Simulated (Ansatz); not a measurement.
**SrO: two-dimensional strain map**

Level of theory: DFT PBE, scalar-relativistic, plane waves, PAW (Ansatz 0.2.0). The runs took a 420 eV cutoff, a Γ-centred 8×8×8 mesh and Gaussian smearing (0.05 eV). No spin polarisation. Energies are free energies at this smearing, counted from the undisturbed cell; pressure is positive in compression.

The starting cell (as given, not relaxed at this level; it stands at 2.9 GPa):

```xyz
2
Lattice="0.0000 2.5698 2.5698 2.5698 0.0000 2.5698 2.5698 2.5698 0.0000" Properties=species:S:1:pos:R:3 pbc="T T T"
Sr    0.0000    0.0000    0.0000
O     2.5698    2.5698    2.5698
```

The cell is strained by p along both x and y and by q along z, fractional coordinates fixed. Points are written (p, q).

Energy above the undisturbed cell in meV/atom (a dash: not computed):

```csv
p \ q,-0.050,-0.025,0.000,0.025,0.050
-0.050,182.2,135.9,107.5,92.8,87.9
-0.025,93.2,54.3,32.8,24.4,25.5
0.000,46.3,14.7,0.0,-2.1,4.9
0.025,31.5,6.8,-1.2,2.9,15.7
0.050,40.6,22.7,21.2,31.4,50.0
```

Pressure in GPa:

| p \ q | -0.050 | -0.025 | 0.000 | 0.025 | 0.050 |
| --- | --- | --- | --- | --- | --- |
| -0.050 | 23.9 | 19.6 | 16.1 | 13.4 | 11.1 |
| -0.025 | 15.5 | 11.7 | 8.6 | 6.1 | 4.2 |
| 0.000 | 9.2 | 5.7 | 2.9 | 0.8 | -0.9 |
| 0.025 | 4.4 | 1.2 | -1.3 | -3.2 | -4.7 |
| 0.050 | 0.8 | -2.1 | -4.4 | -6.1 | -7.5 |

Gap on the k-mesh in eV:

```csv
p \ q,-0.050,-0.025,0.000,0.025,0.050
-0.050,3.11,3.07,3.05,3.04,3.04
-0.025,3.05,3.26,3.22,3.19,3.17
0.000,2.99,3.17,3.31,3.27,3.24
0.025,2.91,3.08,3.22,3.34,3.30
0.050,2.84,3.01,3.14,3.15,3.05
```